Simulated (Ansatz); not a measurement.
MnS: band structure with PBE

The system is MnS.

```
Mn S
1.0
     0.00000    2.60450    2.60450
     2.60450    0.00000    2.60450
     2.60450    2.60450    0.00000
Mn S
1 1
Direct
  0.00000 0.00000 0.00000
  0.50000 0.50000 0.50000
```

```json
{"Program": "Ansatz 0.2.0", "Task": "band structure", "Functional": "PBE", "Potentials or basis": "all-electron LAPW, scalar-relativistic", "Cutoff": "217 eV (chosen from the basis error)", "Basis error allowed": "0.001 eV/atom", "k mesh": "9 × 9 × 9", "Occupations": "fermi-dirac, width 0.05 eV", "Spin": "collinear spin, ferromagnetic start", "Starting moments": "[4.0, 0.0] μB"}
```

The pressure is -2.9 GPa. The band gap along the path is none (metal or under the smearing width). The net moment is 4.71 μB per cell, the absolute moment is 4.71 μB per cell and the site moments are Mn +4.43; S +0.15 μB.

Levels at the corners of the path, in eV from the Fermi level:
Spin up:
| point | band 14 | band 15 | band 16 | band 17 | band 18 | band 19 | band 20 | band 21 |
| --- | --- | --- | --- | --- | --- | --- | --- | --- |
| Γ | -3.27 | -1.88 | -1.88 | -1.88 | 1.69 | 8.50 | 8.50 | 8.50 |
| X | -3.02 | -2.72 | -2.72 | -2.23 | 0.82 | 5.43 | 10.12 | 11.90 |
| W | -2.66 | -2.66 | -2.42 | -2.04 | 4.09 | 6.61 | 7.10 | 7.10 |
| K | -2.79 | -2.53 | -2.21 | -1.40 | 2.49 | 6.17 | 8.39 | 8.83 |
| Γ | -3.27 | -1.88 | -1.88 | -1.88 | 1.69 | 8.50 | 8.50 | 8.50 |
| L | -2.85 | -2.47 | 0.40 | 0.40 | 2.80 | 5.33 | 5.33 | 8.47 |
| U | -2.79 | -2.53 | -2.21 | -1.40 | 2.49 | 6.17 | 8.39 | 8.83 |
| W | -2.66 | -2.66 | -2.42 | -2.04 | 4.09 | 6.61 | 7.10 | 7.10 |
Spin down:
| point | band 9 | band 10 | band 11 | band 12 | band 13 | band 14 | band 15 | band 16 |
| --- | --- | --- | --- | --- | --- | --- | --- | --- |
| Γ | -14.30 | -1.67 | -1.67 | -1.67 | 0.32 | 0.32 | 0.32 | 0.37 |
| X | -12.87 | -5.57 | -3.19 | -3.19 | -0.79 | 0.80 | 1.54 | 1.54 |
| W | -12.78 | -4.75 | -4.75 | -4.16 | 1.02 | 1.02 | 1.22 | 1.50 |
| K | -12.82 | -5.16 | -4.78 | -3.36 | 0.29 | 1.41 | 1.50 | 1.55 |
| Γ | -14.30 | -1.67 | -1.67 | -1.67 | 0.32 | 0.32 | 0.32 | 0.37 |
| L | -13.03 | -6.38 | -3.36 | -3.36 | 1.30 | 1.30 | 1.48 | 3.20 |
| U | -12.82 | -5.16 | -4.78 | -3.36 | 0.29 | 1.41 | 1.50 | 1.55 |
| W | -12.78 | -4.75 | -4.75 | -4.16 | 1.02 | 1.02 | 1.22 | 1.50 |

Run time: 11 s on 2 threads of AMD EPYC 7R43 64-Core Processor (Zen 3), with other jobs on the host, peak memory 0.43 GiB.

Caveat: a cell with one magnetic atom can't hold antiferromagnetic order, which such compounds often take; semilocal functionals often make such compounds metallic where correlation or magnetic order opens a gap, which also shifts bond lengths.
